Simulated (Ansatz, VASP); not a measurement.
SiC in VASP and in Ansatz

The input INCAR:

```
SYSTEM = SiC
ALGO = Normal
EDIFF = 1E-7
ENCUT = 520
GGA = PS
ISIF = 2
ISMEAR = 0
LASPH = .TRUE.
LCHARG = .FALSE.
LREAL = .FALSE.
LWAVE = .FALSE.
NBANDS = 11
NELM = 60
PREC = Accurate
SIGMA = 0.05
```

KPOINTS

```
k-points
0
G
  12 12 12
  0 0 0
```

Contents of POSCAR:

```
SiC
1.0
    0.0000000000      2.1055928542      2.1055928542
    2.1055928542      0.0000000000      2.1055928542
    2.1630053527      2.1630053527     -0.0574124985
Si C
1 1
Direct
    0.0000000000      0.0000000000      0.0000000000
    0.7500000000      0.7500000000      0.7500000000
```

Input for Ansatz:

```yaml
crystal:
  lattice:
    - [0.0, 2.1055928542, 2.1055928542]
    - [2.1055928542, 0.0, 2.1055928542]
    - [2.1630053527, 2.1630053527, -0.0574124985]
  atoms:
    - { symbol: Si, position: [0.0, 0.0, 0.0] }
    - { symbol: C, position: [0.75, 0.75, 0.75] }
basis:
  ecutwfc: 520.0
kpoints:
  mp_grid: { grid: [12, 12, 12] }
hamiltonian:
  xc: pbesol
  pseudopotentials: { kind: paw, azcp: { folder: soft_1 } }
scf:
  occupations: { method: gaussian, width: 0.05 }
output:
  forces: true
  stress: true
  eigenvalues: true
```

Alike in both runs: task single point; functional PBEsol; k mesh 12 × 12 × 12; occupations gaussian, width 0.05 eV; no spin polarisation.

|  | VASP | Ansatz |
| --- | --- | --- |
| version | VASP 6.6.1 | Ansatz 0.2.0 |
| potentials or method | VASP PAW PBE potentials, release 64 (Si, C) | scalar-relativistic, plane waves, PAW |
| plane-wave cutoff (eV) | 520 | 520 |
| valence electrons in the cell | 8 | 8 |

VASP gave:

```
gap on the k mesh at the Fermi level (eV)       : 1.05
least direct gap on the mesh (eV)               : 4.25
pressure (GPa)                                  : 16.4
largest component of the traceless stress (GPa) : 8.38
rms of the force components (eV/Å)              : 0.276
```

Question: What did Ansatz give for the same quantities?

Answer: gap on the k mesh at the Fermi level (eV): 1.06; least direct gap on the mesh (eV): 4.27; pressure (GPa): 16.0; largest component of the traceless stress (GPa): 8.32; rms of the force components (eV/Å): 0.273.

Atom by atom the forces differ by 0.003 eV/Å (rms over components). Ansatz warned: «pseudo_functional_mismatch».

Caveats: so large a pressure means that the cell lies far from this level's equilibrium, or that cutoff or potentials fall short (VASP); the potentials were made for another functional, which shifts forces and pressure (VASP). A k mesh can miss the band edges.
